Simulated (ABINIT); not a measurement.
A calculation with ABINIT 10.8.3 (patched build) of HgTe (native input, structure typed inline):

File run.abi:

```
pp_dirpath "./"
pseudos "Hg.GGA_PBE-JTH.xml, Te.GGA_PBE-JTH.xml"

acell 8.4984746805 8.4984746805 8.4984746805
rprim
     0.0000000000     0.7071067812     0.7071067812
     0.7071067812     0.0000000000     0.7071067812
     0.7071067812     0.7071067812     0.0000000000
ntypat 2
znucl 80 52
natom 2
typat 1 2
xred
     0.0000000000     0.0000000000     0.0000000000
     0.5000000000     0.5000000000     0.5000000000

ecut 19.0
pawecutdg 38.0

kptopt 1
ngkpt 7 7 7
nshiftk 1
shiftk 0.0 0.0 0.0

ixc 11

nband 13
occopt 3
tsmear 0.05 eV

nstep 100
tolvrs 1.0e-9

iomode 3
prtwf 0
prteig 0
prtebands 0
prtden 1
prtvha 1
prtvclmb 1
prtpot 1
```

Potentials or basis: JTH PAW PBE v2.0.

Command:

```console
$ abinit run.abi > log 2>&1
```

Measurements of this composition are mostly on another form, of space group No. 216.

Problem. Write the same calculation in another form: ASE script, structure typed inline.

Solution. As run:

Contents of run.py:

```python
import json, os
import numpy as np
from ase.units import GPa
from ase.calculators.abinit import Abinit, AbinitProfile
from ase import Atoms

atoms = Atoms(['Hg', 'Te'],
              cell=[[0.0, 3.18, 3.18], [3.18, 0.0, 3.18], [3.18, 3.18, 0.0]],
              scaled_positions=[[0.0, 0.0, 0.0], [0.5, 0.5, 0.5]],
              pbc=True)

profile = AbinitProfile(command='abinit', pp_paths=[os.path.abspath('pseudos')])
params = dict(
    pps='pawxml', xc='PBE',
    ecut=517.0163,
    pawecutdg=1034.0327,
    kptopt=1,
    ngkpt=[7, 7, 7],
    nshiftk=1,
    shiftk=[0.0, 0.0, 0.0],
    ixc=11,
    nband=13,
    occopt=3,
    tsmear=0.05,
    nstep=100,
    tolvrs=1e-09,
    prtwf=0,
    prtden=0,
)

atoms.calc = Abinit(profile=profile, directory='run', **params)
energy = atoms.get_potential_energy()
forces = atoms.get_forces()
stress = atoms.get_stress()
print(f'energy {energy:.6f} eV')
print('forces (eV/A)')
print(np.round(forces, 5))
print('stress (GPa, Voigt, tension positive)', np.round(stress / GPa, 4))
json.dump(dict(energy=energy, forces=forces.tolist(), stress=stress.tolist(), cell=atoms.cell.tolist(), frac=atoms.get_scaled_positions(wrap=False).tolist()), open('results.json', 'w'))
```

Potentials or basis: JTH PAW PBE v2.0.

The run is started by

```console
$ python run.py
```

Both were run:

|  | native input, structure typed inline | ASE script, structure typed inline |
| --- | --- | --- |
| Pressure | -3.7 GPa | -3.7 GPa |
| Band gap on the k mesh | none (metal or under the smearing width) | none (metal or under the smearing width) |
| Valence electrons inside the program's atomic spheres | Hg 9.87; Te 3.02 | Hg 9.87; Te 3.02 |

Keys that steer only the numerical path or the files written may differ.
